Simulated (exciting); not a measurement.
BN:

```
CELL_PARAMETERS angstrom
0.00000 1.81300 1.81300
1.81300 0.00000 1.81300
1.81300 1.81300 0.00000
ATOMIC_POSITIONS crystal
N 0.25000 0.25000 0.25000
B 0.00000 0.00000 0.00000
```

The cell is a database's computed one.

Base run:

| Quantity | Value |
| --- | --- |
| Program | exciting (release sodium) |
| Functional | LDA |
| Potentials or basis | all-electron LAPW+lo, shipped species files, valence relativity iora* |
| rgkmax | 7.5 |
| k mesh | 13 × 13 × 13 |
| Occupations | fermi-dirac, width 0.05 eV |
| Spin | no spin polarisation |

Its results: band gap on the k mesh 4.42 eV, indirect (least direct gap 8.65 eV).

The run is repeated on the same cell with these changes: functional from LDA to RPBE. What comes out?

Band gap on the k mesh 4.57 eV, indirect (least direct gap 8.85 eV).

A k mesh can miss the band edges.

Not every run made on this cell is shown here.
